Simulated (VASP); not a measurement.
**ZnS: electric field gradients with PBE**

ZnS:

```xyz
4
Lattice="3.8452 0.0000 0.0000 -1.9226 3.3300 0.0000 0.0000 0.0000 6.3055" Properties=species:S:1:pos:R:3 pbc="T T T"
Zn    0.0000    2.2200    0.0046
Zn    1.9226    1.1100    3.1574
S     0.0000    2.2200    2.3663
S     1.9226    1.1100    5.5191
```

The cell was relaxed by an earlier calculation.

- Program: VASP 6.6.1
- Task: electric field gradients
- Functional: PBE
- Potentials or basis: VASP PAW PBE potentials, release 64 (Zn, S)
- Cutoff: 520 eV
- k mesh: 12 × 12 × 7
- Occupations: fermi-dirac, width 0.03 eV
- Spin: no spin polarisation
- Dipole correction: no
- Further INCAR settings: ALGO = Fast; EDIFF = 1e-08; NBANDS = 26

| Property | Result |
| --- | --- |
| Pressure | 0.1 GPa |
| Band gap on the k mesh | 2.08 eV, direct |

Levels at points of the mesh, in eV from the valence-band top:
| k point | band 16 | band 17 | band 18 | band 19 | band 20 | band 21 |
| --- | --- | --- | --- | --- | --- | --- |
| (0.00, 0.00, 0.00) | -0.07 | 0.00 | 0.00 | 2.08 | 3.05 | 6.33 |
| (0.50, 0.00, 0.00) | -2.14 | -1.61 | -0.85 | 3.68 | 4.18 | 5.14 |

Electric field gradients, principal values (V/Å²):
```csv
atom,Vxx,Vyy,Vzz
1 Zn,-0.319,-0.327,0.646
2 Zn,-0.319,-0.327,0.646
3 S,-1.287,-1.288,2.575
4 S,-1.287,-1.288,2.575
```

It took 2.1 min on 1 thread of Intel(R) Xeon(R) 6975P-C (Granite Rapids), on a shared host, peak memory 0.28 GiB.

The gap isn't set beside the measured one, since this odd mesh misses points on the zone boundary.

Caveat: an odd mesh through Γ misses points on the zone boundary, where band edges often lie.
